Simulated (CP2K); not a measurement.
The system is Ti.

```
Ti
1.0
     4.56737    0.00000    0.00000
    -2.28369    3.95546    0.00000
     0.00000    0.00000    2.82624
Ti
3
Direct
  0.66667 0.33333 0.50000
  0.33333 0.66667 0.50000
  0.00000 0.00000 0.00000
```

This isn't the form of Ti at room conditions, which is hcp.

Base run:

| Property | Result |
| --- | --- |
| Program | CP2K 2026.2 |
| Functional | rev-vdW-DF2 |
| Potentials or basis | POTENTIAL_UZH Ti GTH-PBE-q12; TZVP-MOLOPT-PBE-GTH basis |
| Density cutoff | 9184 eV |
| k mesh | 7 × 7 × 9 |
| Occupations | fermi-dirac, width 0.05 eV |
| Spin | no spin polarisation |

Its results: band gap on the k mesh none (metal or under the smearing width); pressure -1.7 GPa.

Task: The run is repeated on the same cell with these changes: functional from rev-vdW-DF2 to RPBE. What comes out?

Result: Band gap on the k mesh none (metal or under the smearing width); pressure 4.0 GPa.

Caveats: the potentials were made for another functional, which shifts forces and pressure; the basis of atomic orbitals isn't converged, which shifts pressures, moduli and gaps.
